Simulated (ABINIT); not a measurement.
# BN (F-43m) in ABINIT: further runs, part 2 of 2

ABINIT 10.8.3 (patched build). The steps go on from the part before.

**4. Equation of state, LDA**

run.abi

```
# Datasets: one volume each
ndtset 7
getwfk -1
scalecart1 3*0.9795861087
scalecart2 3*0.9864848297
scalecart3 3*0.9932883884
scalecart4 3*1.0000000000
scalecart5 3*1.0066227096
scalecart6 3*1.0131594038
scalecart7 3*1.0196128224

# Pseudopotentials
pp_dirpath "./"
pseudos "N.LDA_PW-JTH.xml, B.LDA_PW-JTH.xml"

# Structure
acell 3*1.0 Angstrom
rprim
     0.0000000000     1.8130010000     1.8130010000
     1.8130010000     0.0000000000     1.8130010000
     1.8130010000     1.8130010000     0.0000000000
ntypat 2
znucl 7 5
natom 2
typat 1 2
xred
     0.2500000000     0.2500000000     0.2500000000
     0.0000000000     0.0000000000     0.0000000000

# Plane-wave basis
ecut 843.552974 eV
pawecutdg 53.0

# k points
kptopt 1
ngkpt 13 13 13
nshiftk 1
shiftk 0.0 0.0 0.0

# Exchange and correlation
ixc 7

# Bands and occupations
nband 8
occopt 3
tsmear 0.05 eV

# SCF cycle
nstep 100
tolvrs 1.0e-9

# Output
iomode 3
prtwf 1
prtden 0
prteig 0
prtebands 0
enunit 2
```

Potentials or basis: JTH PAW LDA v2.0.

On the command line:

```console
abinit run.abi > log 2>&1
```

Run time: 69 s. Hardware: 1 thread of Arm Neoverse V1, shared host; peak memory 0.11 GiB.

Results (log left out):

| Property | Result |
| --- | --- |
| Equilibrium volume | 5.74 Å³/atom |
| Bulk modulus | 403 GPa |
| Pressure derivative of the bulk modulus | 3.6 |

Energy against volume, from the lowest point:
```tsv
volume (Å³/atom)	energy (meV/atom)
5.602	4.21
5.721	0.00
5.840	2.10
5.959	9.94
6.078	23.00
6.198	40.88
6.317	63.00
```

Caveat: pressures at fixed basis lie under the slope of the energies; the atomic spheres overlap.

**5. Equation of state, LDA**

Edit run.abi of step 4 so:

```diff
@@ -13,10 +13,10 @@
 pp_dirpath "./"
-pseudos "N.LDA_PW-JTH.xml, B.LDA_PW-JTH.xml"
+pseudos "N.upf, B.upf"
 
 # Structure
-acell 3*1.0 Angstrom
+acell 2.5639706028 2.5639706028 2.5639706028 Angstrom
 rprim
-     0.0000000000     1.8130010000     1.8130010000
-     1.8130010000     0.0000000000     1.8130010000
-     1.8130010000     1.8130010000     0.0000000000
+     0.0000000000     0.7071067812     0.7071067812
+     0.7071067812     0.0000000000     0.7071067812
+     0.7071067812     0.7071067812     0.0000000000
 ntypat 2
@@ -30,4 +30,3 @@
 # Plane-wave basis
-ecut 843.552974 eV
-pawecutdg 53.0
+ecut 42.0
 
@@ -45,3 +44,3 @@
 occopt 3
-tsmear 0.05 eV
+tsmear 0.00183747
 
@@ -49,3 +48,3 @@
 nstep 100
-tolvrs 1.0e-9
+tolvrs 1.0e-10
```

Potentials or basis: PseudoDojo NC SR LDA v0.4 stringent.

On the command line:

```console
abinit run.abi > log 2>&1
```

Wall time 92 s (1 thread of Arm Neoverse V1, shared host); peak memory 0.12 GiB.

The run converged. Its results:

| Property | Result |
| --- | --- |
| Equilibrium volume | 5.74 Å³/atom |
| Bulk modulus | 400 GPa |
| Pressure derivative of the bulk modulus | 3.6 |

Energy against volume, from the lowest point:
```tsv
volume (Å³/atom)	energy (meV/atom)
5.602	4.41
5.721	0.00
5.840	1.89
5.959	9.49
6.078	22.29
6.198	39.82
6.317	61.64
```

Caveat: pressures at fixed basis lie under the slope of the energies.

**6. Band structure, RPBE**

run.abi

```
ndtset 2

pp_dirpath "./"
pseudos "N.GGA_PBE-JTH.xml, B.GGA_PBE-JTH.xml"

acell 2.5639706028 2.5639706028 2.5639706028 Angstrom
rprim
     0.0000000000     0.7071067812     0.7071067812
     0.7071067812     0.0000000000     0.7071067812
     0.7071067812     0.7071067812     0.0000000000
ntypat 2
znucl 7 5
natom 2
typat 1 2
xred
     0.2500000000     0.2500000000     0.2500000000
     0.0000000000     0.0000000000     0.0000000000

ecut 680.284656 eV
pawecutdg 47.0

ixc 15

occopt 3
tsmear 0.05 eV

nstep 100

iomode 3
prtwf 0
prteig 0
prtebands 0
enunit 1
prtden1 1

kptopt1 1
ngkpt1 13 13 13
nshiftk1 1
shiftk1 0.0 0.0 0.0
nband1 8
tolvrs1 1.0e-9

iscf2 -2
getden2 1
nband2 12
nbdbuf2 2
tolwfr2 1.0e-12
kptopt2 -9
ndivsm2 6
prteig2 1
kptbounds2
     0.0000000000     0.0000000000     0.0000000000
     0.5000000000     0.0000000000     0.5000000000
     0.5000000000     0.2500000000     0.7500000000
     0.3750000000     0.3750000000     0.7500000000
     0.0000000000     0.0000000000     0.0000000000
     0.5000000000     0.5000000000     0.5000000000
     0.6250000000     0.2500000000     0.6250000000
     0.5000000000     0.2500000000     0.7500000000
     0.5000000000     0.5000000000     0.5000000000
     0.3750000000     0.3750000000     0.7500000000
```

Potentials or basis: JTH PAW PBE v2.0.

On the command line:

```console
abinit run.abi > log 2>&1
```

run.abo:

```text
.Version 10.8.3 of ABINIT
 DATASET    1 : space group F-4 3 m (#216); Bravais cF (face-center cubic)
================================================================================
 Values of the parameters that define the memory need for DATASET  1.
     intxc =       0    ionmov =       0      iscf =      17    lmnmax =       8
     lnmax =       4     mgfft =      24  mpssoang =       2    mqgrid =    3001
     natom =       2  nloc_mem =       2    nspden =       1   nspinor =       1
    nsppol =       1      nsym =      24    n1xccc =       1    ntypat =       2
    occopt =       3   xclevel =       2
       mpw =         503          nfft =       13824          nkpt =          84
 PAW method is used; the additional fine FFT grid is defined by:
   mgfftf=        30    nfftf =     27000
================================================================================
================================================================================

 DATASET    2 : space group F-4 3 m (#216); Bravais cF (face-center cubic)
================================================================================
 Values of the parameters that define the memory need for DATASET  2.
     intxc =       0    ionmov =       0      iscf =      -2    lmnmax =       8
     lnmax =       4     mgfft =      24  mpssoang =       2    mqgrid =    3001
     natom =       2  nloc_mem =       2    nspden =       1   nspinor =       1
[... 896 lines left out ...]
 -11.09197    7.53366    7.67492    7.67492   16.87247   18.85477   18.85477   19.92456
  29.84810   34.42080   36.91438   38.17523
 kpt#   6, nband= 12, wtk=  1.00000, kpt=  0.1471  0.0000  0.1471 (reduced coord)
 -10.84518    6.98503    7.23856    7.23856   16.60916   19.49782   19.49782   20.26925
[... 278 lines left out ...]
  -6.63838   -0.88880    3.43341    5.55382   17.07282   22.02246   22.11732   24.10423
  28.36509   34.58385   35.29828   40.17222
 kpt# 100, nband= 12, wtk=  1.00000, kpt=  0.4125  0.4125  0.6750 (reduced coord)
  -6.42005   -0.51865    2.64307    5.27829   16.63667   22.57609   22.82219   24.04697
  27.76029   34.60912   35.32676   41.53458
 kpt# 101, nband= 12, wtk=  1.00000, kpt=  0.4000  0.4000  0.7000 (reduced coord)
  -6.21100   -0.10579    1.91109    5.02543   16.23884   22.54054   23.47560   24.39562
  27.35354   34.79926   35.33731   42.76594
 kpt# 102, nband= 12, wtk=  1.00000, kpt=  0.3875  0.3875  0.7250 (reduced coord)
  -6.04041    0.32479    1.30321    4.80576   15.88538   22.07583   24.03290   24.94357
  27.18857   35.18423   35.32546   43.60999
 kpt# 103, nband= 12, wtk=  1.00000, kpt=  0.3750  0.3750  0.7500 (reduced coord)
  -5.94690    0.55016    1.08621    4.62686   15.57906   21.48415   24.45969   25.29692
  27.34169   35.29263   35.77573   43.91045

== END DATASET(S) ==============================================================
================================================================================

 -outvars: echo values of variables after computation  --------
            acell      4.8452022342E+00  4.8452022342E+00  4.8452022342E+00 Bohr
           etotal1    -1.2951636775E+01
            fcart1     6.8768614972E-29  7.3680658898E-29 -2.1612993277E-28
                      -6.8768614972E-29 -7.3680658898E-29  2.1612993277E-28
            rprim      0.0000000000E+00  7.0710678120E-01  7.0710678120E-01
                       7.0710678120E-01  0.0000000000E+00  7.0710678120E-01
                       7.0710678120E-01  7.0710678120E-01  0.0000000000E+00
           strten1    -1.7099201760E-04 -1.7099201760E-04 -1.7099201760E-04
                       0.0000000000E+00  0.0000000000E+00  0.0000000000E+00
           xangst      9.0650050002E-01  9.0650050002E-01  9.0650050002E-01
                       0.0000000000E+00  0.0000000000E+00  0.0000000000E+00
             xred      2.5000000000E-01  2.5000000000E-01  2.5000000000E-01
                       0.0000000000E+00  0.0000000000E+00  0.0000000000E+00
 Calculation completed.
```

It took 18 s on 1 thread of Arm Neoverse V1, shared host; peak memory 0.12 GiB.

What came out:

```yaml
Free_energy: -352.4320 eV
Band_gap_on_the_k_mesh: 4.55 eV, indirect (least direct gap 8.82 eV)
Valence_electrons_inside_the_program's_atomic_spheres: N 2.68; B 2.05
```

Levels at the corners of the path, in eV from the valence-band top:
| point | band 1 | band 2 | band 3 | band 4 | band 5 | band 6 | band 7 | band 8 |
| --- | --- | --- | --- | --- | --- | --- | --- | --- |
| Γ | -20.20 | 0.00 | 0.00 | 0.00 | 8.82 | 8.82 | 8.82 | 10.18 |
| X | -14.69 | -8.89 | -4.86 | -4.86 | 4.48 | 9.19 | 17.89 | 17.89 |
| W | -14.40 | -7.60 | -6.89 | -6.44 | 9.61 | 13.24 | 14.51 | 14.54 |
| K | -14.62 | -8.12 | -7.58 | -4.04 | 6.91 | 12.82 | 15.79 | 16.63 |
| Γ | -20.20 | 0.00 | 0.00 | 0.00 | 8.82 | 8.82 | 8.82 | 10.18 |
| L | -16.05 | -10.62 | -1.92 | -1.92 | 10.00 | 10.70 | 10.70 | 15.26 |
| U | -14.62 | -8.12 | -7.58 | -4.04 | 6.91 | 12.82 | 15.79 | 16.63 |
| W | -14.40 | -7.60 | -6.89 | -6.44 | 9.61 | 13.24 | 14.51 | 14.54 |
| L | -16.05 | -10.62 | -1.92 | -1.92 | 10.00 | 10.70 | 10.70 | 15.26 |
| K | -14.62 | -8.12 | -7.58 | -4.04 | 6.91 | 12.82 | 15.79 | 16.63 |

Caveat: the cutoff is too short for stress, so the log's stress isn't used; the PAW data sets were made with another functional, which shifts forces and pressure a little; an odd mesh through Γ misses points on the zone boundary, where band edges often lie.

**7. Overview**

```csv
task,level,potentials or basis,cutoff (eV),fine-grid cutoff,V0 of scaled cells (Å³/atom),B0 (GPa)
equation of state,PBEsol,JTH PAW PBE v2.0,544,1088.46 eV,5.86,391
equation of state,BP86,JTH PAW PBE v2.0,680,1278.94 eV,5.98,367
equation of state,LDA,JTH PAW LDA v2.0,844,1442.2 eV,5.74,403
equation of state,LDA,PseudoDojo NC SR LDA v0.4 stringent,1143,-,5.74,400
band structure,RPBE,JTH PAW PBE v2.0,680,1278.94 eV,-,-
```

Alike in all rows: no spin polarisation; cell as given; k mesh 13 × 13 × 13; smearing fermi-dirac 0.05 eV.

Caveats: pressures at fixed basis lie under the slope of the energies (some runs); the PAW data sets were made with another functional, which shifts forces and pressure a little (some runs); the atomic spheres overlap (some runs); an odd mesh through Γ misses points on the zone boundary, where band edges often lie (some runs).

Total energies depend on the potentials used, so only differences within one code and one set of settings carry meaning.

**8. How close it comes**

Step 2. Measured bulk modulus of BN: 395 GPa (300 K; quoted in “Effect of nanostructuration on compressibility of cubic BN”, 2012, arxiv:1208.3664). This calculation gives 391 GPa (-1.0 %). The fit is for a static lattice scaled at fixed shape and fixed fractional positions.

Step 3. Against the measured bulk modulus of BN, 395 GPa (300 K; quoted in “Effect of nanostructuration on compressibility of cubic BN”, 2012, arxiv:1208.3664), the calculated 367 GPa is off by -7.1 %. The fit is for a static lattice scaled at fixed shape and fixed fractional positions.

Step 4. Measured bulk modulus of BN: 395 GPa (300 K; quoted in “Effect of nanostructuration on compressibility of cubic BN”, 2012, arxiv:1208.3664). This calculation gives 403 GPa (+2.0 %). The fit is for a static lattice scaled at fixed shape and fixed fractional positions.

Step 5. Measured bulk modulus of BN: 395 GPa (300 K; quoted in “Effect of nanostructuration on compressibility of cubic BN”, 2012, arxiv:1208.3664). This calculation gives 400 GPa (+1.4 %). The fit is for a static lattice scaled at fixed shape and fixed fractional positions.

Step 6. The gap isn't set beside the measured one, since this odd mesh misses points on the zone boundary.
